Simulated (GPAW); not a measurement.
The system is HfN.

```xyz
2
Lattice="0.0000 2.2560 2.2560 2.2560 0.0000 2.2560 2.2560 2.2560 0.0000" Properties=species:S:1:pos:R:3 pbc="T T T"
Hf    0.0000    0.0000    0.0000
N     2.2560    2.2560    2.2560
```

| Property | Result |
| --- | --- |
| Program | GPAW 26.7.0 |
| Task | relaxation of cell and atoms |
| Functional | PBEsol |
| Dispersion | D3 |
| Potentials or basis | PAW data sets generated in the run's folder for this functional |
| Cutoff | 800 eV |
| Basis | pw |
| k mesh | 10 × 10 × 10 |
| Occupations | fermi-dirac, width 0.05 eV |
| Spin | no spin polarisation |

At the start: pressure -6.2 GPa; volume 11.48 Å³/atom.

Question: How do energy, volume and symmetry change on relaxing?

Answer: Over 3 steps the energy falls by 3.9 meV/atom and the volume is 11.23 Å³/atom (-2.2 %); space group Fm-3m (No. 225, to 0.05 Å).

The path:
```
step  energy change (eV)  largest force (eV/Å)  pressure (GPa)  volume (Å³)
   1              0.0000                0.0000           -6.23        22.96
   2             -0.0059                0.0000           -3.54        22.75
   3             -0.0079                0.0000            0.10        22.47
```

Final structure:
```
Hf N
1.0
     0.00000    2.23959    2.23959
     2.23959    0.00000    2.23959
     2.23959    2.23959    0.00000
Hf N
1 1
Direct
  0.00000 0.00000 0.00000
  0.50000 0.50000 0.50000
```

Caveat: later steps reuse the first step's grids; pairwise dispersion overbinds metals, which lowers pressure and volume.
